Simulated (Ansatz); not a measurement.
# TiC: equation of state with r2SCAN

Crystal: TiC.

```xyz
2
Lattice="0.0000 2.1657 2.1657 2.1657 0.0000 2.1657 2.1657 2.1657 0.0000" Properties=species:S:1:pos:R:3 pbc="T T T"
Ti    0.0000    0.0000    0.0000
C     2.1657    2.1657    2.1657
```

The cell is a database's computed one.

| Item | Value |
| --- | --- |
| Program | Ansatz 0.2.0 |
| Task | equation of state |
| Functional | r2SCAN |
| Potentials or basis | Ansatz PAW |
| Cutoff | 500 eV |
| Density cutoff | 2000 eV |
| k mesh | 11 × 11 × 11 |
| Occupations | fermi-dirac, width 0.05 eV |
| Spin | no spin polarisation |

```json
{
 "Equilibrium volume": "10.13 Å³/atom",
 "Bulk modulus": "262 GPa",
 "Pressure derivative of the bulk modulus": "4.0"
}
```

Energy against volume, from the lowest point:
| volume (Å³/atom) | energy (meV/atom) |
| --- | --- |
| 9.548 | 30.37 |
| 9.752 | 12.45 |
| 9.955 | 2.58 |
| 10.158 | 0.00 |
| 10.361 | 4.02 |
| 10.564 | 14.01 |
| 10.767 | 29.39 |

All runs of the series together: 5.8 s on 2 threads of Intel(R) Xeon(R) 6975P-C (Granite Rapids) (shared host).

Caveat: the PAW data sets were made with another functional, which shifts forces and pressure a little.
